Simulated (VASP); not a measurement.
Output of a VASP run:

**OUTCAR**
```
 ion  position               nearest neighbor table
   1  0.250  0.250  0.250-   3 1.98   3 1.98   3 1.98   3 1.98   2 2.29   2 2.29   2 2.29   2 2.29
                             2 2.29   2 2.29
   2  0.750  0.750  0.750-   3 1.98   3 1.98   3 1.98   3 1.98   1 2.29   1 2.29   1 2.29   1 2.29
                             1 2.29   1 2.29
   3  0.000  0.000  0.000-   2 1.98   2 1.98   2 1.98   1 1.98   2 1.98   1 1.98   1 1.98   1 1.98
  LATTYP: Found a face centered cubic cell.
 ALAT       =     4.5733301426
 Subroutine PRICEL returns:
 Original cell was already a primitive cell.
 Subroutine GETGRP returns: Found 48 space group operations
The static configuration has the point symmetry O_h .
The dynamic configuration has the point symmetry O_h .
 Subroutine INISYM returns: Found 48 space group operations
 Subroutine IBZKPT returns following result:
 Found     29 irreducible k-points:

 Following reciprocal coordinates:
            Coordinates               Weight
  0.000000  0.000000  0.000000      1.000000
  0.125000  0.000000  0.000000      8.000000
  0.250000  0.000000  0.000000      8.000000
  0.375000  0.000000  0.000000      8.000000
  0.500000  0.000000  0.000000      4.000000
  0.125000  0.125000  0.000000      6.000000
  0.250000  0.125000  0.000000     24.000000
  0.375000  0.125000  0.000000     24.000000
  0.500000  0.125000  0.000000     24.000000
 -0.375000  0.125000  0.000000     24.000000
 -0.250000  0.125000  0.000000     24.000000
 -0.125000  0.125000  0.000000     12.000000
  0.250000  0.250000  0.000000      6.000000
  0.375000  0.250000  0.000000     24.000000
  0.500000  0.250000  0.000000     24.000000
 -0.375000  0.250000  0.000000     24.000000
 -0.250000  0.250000  0.000000     12.000000
  0.375000  0.375000  0.000000      6.000000
  0.500000  0.375000  0.000000     24.000000
 -0.375000  0.375000  0.000000     12.000000
  0.500000  0.500000  0.000000      3.000000
  0.375000  0.250000  0.125000     24.000000
  0.500000  0.250000  0.125000     48.000000
 -0.375000  0.250000  0.125000     24.000000
  0.500000  0.375000  0.125000     24.000000
 -0.375000  0.375000  0.125000     48.000000
 -0.250000  0.375000  0.125000     24.000000
 -0.375000  0.500000  0.125000     12.000000
 -0.250000  0.500000  0.250000      6.000000
   k-points           NKPTS =     29   k-points in BZ     NKDIM =     29   number of bands    NBANDS=     10
   number of dos      NEDOS =    301   number of ions     NIONS =      3
   total plane-waves  NPLWV =  13824
   dimension x,y,z NGX =    24 NGY =   24 NGZ =   24
   dimension x,y,z NGXF=    48 NGYF=   48 NGZF=   48
   ions per type =               2   1
   PREC   = accura    normal or accurate (medium, high low for compatibility)
   ISTART =      0    job   : 0-new  1-cont  2-samecut
   ICHARG =      2    charge: 1-file 2-atom 10-const
   ISPIN  =      1    spin polarized calculation?
   LNONCOLLINEAR =      F non collinear calculations
   LSORBIT =      F    spin-orbit coupling
   INIWAV =      1    electr: 0-lowe 1-rand  2-diag
   ENCUT  =  520.0 eV  38.22 Ry    6.18 a.u.   6.01  6.01  6.01*2*pi/ulx,y,z
   NELM   =    100;   NELMIN=  2; NELMDL= -5     # of ELM steps
   EDIFF  = 0.1E-06   stopping-criterion for ELM
   LREAL  =      F    real-space projection
   NLSPLINE    = F    spline interpolate recip. space projectors
   LMAXMIX     =    2 max onsite mixed and CHGCAR
   VOSKOWN=      0    Vosko Wilk Nusair interpolation
   EDIFFG = 0.1E-05   stopping-criterion for IOM
   NSW    =      0    number of steps for IOM
   NBLOCK =      1;   KBLOCK =      1    inner block; outer block
   IBRION =     -1    ionic relax: 0-MD 1-quasi-New 2-CG
   NFREE  =      0    steps in history (QN), initial steepest desc. (CG)
   ISIF   =      2    stress and relaxation
   ISYM   =      2    0-nonsym 1-usesym 2-fastsym
   TEIN   =    0.0    initial temperature
   TEBEG  =    0.0;   TEEND  =   0.0 temperature during run
   SMASS  =  -3.00    Nose mass-parameter (am)
   PSTRESS=    0.0 pullay stress
   NELECT =      12.0000    total number of electrons
...
```

OSZICAR:
```
       N       E                     dE             d eps       ncg     rms          rms(c)
DAV:   1     0.375109794339E+02    0.37511E+02   -0.60528E+03   588   0.129E+03
DAV:   2    -0.113423943215E+02   -0.48853E+02   -0.45575E+02   704   0.227E+02
DAV:   3    -0.162619189258E+02   -0.49195E+01   -0.49014E+01  1016   0.597E+01
DAV:   4    -0.163142336275E+02   -0.52315E-01   -0.52289E-01   726   0.768E+00
DAV:   5    -0.163151346453E+02   -0.90102E-03   -0.90088E-03   844   0.635E-01    0.768E+00
DAV:   6    -0.144784641808E+02    0.18367E+01   -0.99828E+00   582   0.203E+01    0.285E+00
DAV:   7    -0.144493821356E+02    0.29082E-01   -0.22301E-01   666   0.411E+00    0.149E+00
DAV:   8    -0.144479539846E+02    0.14282E-02   -0.64472E-02   584   0.312E+00    0.347E-01
DAV:   9    -0.144468490813E+02    0.11049E-02   -0.64423E-03   720   0.722E-01    0.101E-01
DAV:  10    -0.144473000218E+02   -0.45094E-03   -0.10195E-03   620   0.278E-01    0.330E-02
DAV:  11    -0.144472943317E+02    0.56901E-05   -0.31845E-05   802   0.729E-02    0.951E-03
DAV:  12    -0.144472949982E+02   -0.66648E-06   -0.39529E-06   742   0.195E-02    0.181E-03
DAV:  13    -0.144472950918E+02   -0.93653E-07   -0.60244E-07   736   0.779E-03
   1 F= -.14447295E+02 E0= -.14447295E+02  d E =-.715205E-27
```

### OUTCAR
```
------------------------ aborting loop because EDIFF is reached ----------------------------------------
  FORCE on cell =-STRESS in cart. coord.  units (eV):
  Direction    XX          YY          ZZ          XY          YZ          ZX
  --------------------------------------------------------------------------------------
  Total        0.4444740      0.4444740      0.4444740     -0.0000000      0.0000000      0.0000000
  in kB       29.7796299     29.7796299     29.7796299     -0.0000000      0.0000000      0.0000000
  external PRESSURE =      29.7796299 kB  Pullay stress =       0.0000000 kB
  volume of cell :       23.91
      direct lattice vectors                 reciprocal lattice vectors
     0.000000000  2.286665071  2.286665071    -0.218659045  0.218659045  0.218659045
     2.286665071  0.000000000  2.286665071     0.218659045 -0.218659045  0.218659045
     2.286665071  2.286665071  0.000000000     0.218659045  0.218659045 -0.218659045
 POSITION                                       TOTAL-FORCE (eV/Angst)
 -----------------------------------------------------------------------------------
      1.14333      1.14333      1.14333        -0.000000     -0.000000     -0.000000
      3.43000      3.43000      3.43000         0.000000      0.000000      0.000000
      0.00000      0.00000      0.00000         0.000000      0.000000      0.000000
 -----------------------------------------------------------------------------------
    total drift:                               -0.000000      0.000000      0.000000
  FREE ENERGIE OF THE ION-ELECTRON SYSTEM (eV)
  ---------------------------------------------------
  free  energy   TOTEN  =       -14.4472950918 eV

  energy  without entropy=      -14.4472950918  energy(sigma->0) =      -14.44729509
```
(Selected blocks of OUTCAR.)

File POSCAR:
```
Li2O
1
    0.0000000000     2.2866650713     2.2866650713
    2.2866650713     0.0000000000     2.2866650713
    2.2866650713     2.2866650713     0.0000000000
Li O
2 1
Direct
  0.2500000000   0.2500000000   0.2500000000
  0.7500000000   0.7500000000   0.7500000000
  0.0000000000   0.0000000000   0.0000000000
```

### Question
Write an INCAR and KPOINTS that could have produced this output.

### Answer
Several could match; the one computed here: the input of the run itself, PW91 GGA, plane waves, VASP's PBE PAW potentials (set 64).

**KPOINTS**
```
Automatic mesh
0
Gamma
 8 8 8
0 0 0
```

INCAR:
```
SYSTEM = Li2O
PREC = Accurate
ENCUT = 520
EDIFF = 1E-7
NELM = 100
ALGO = Normal
LREAL = .FALSE.
LASPH = .TRUE.
ISMEAR = 0
SIGMA = 0.05
GGA = 91
LWAVE = .FALSE.
LCHARG = .FALSE.
ISIF = 2
```

POTCAR, in this order: Li_sv O (PBE.64 set). Program: vasp_std.

The compound is Li2O in the antifluorite structure. This cell is one point of a volume scan, at 0.97 of the reference volume.
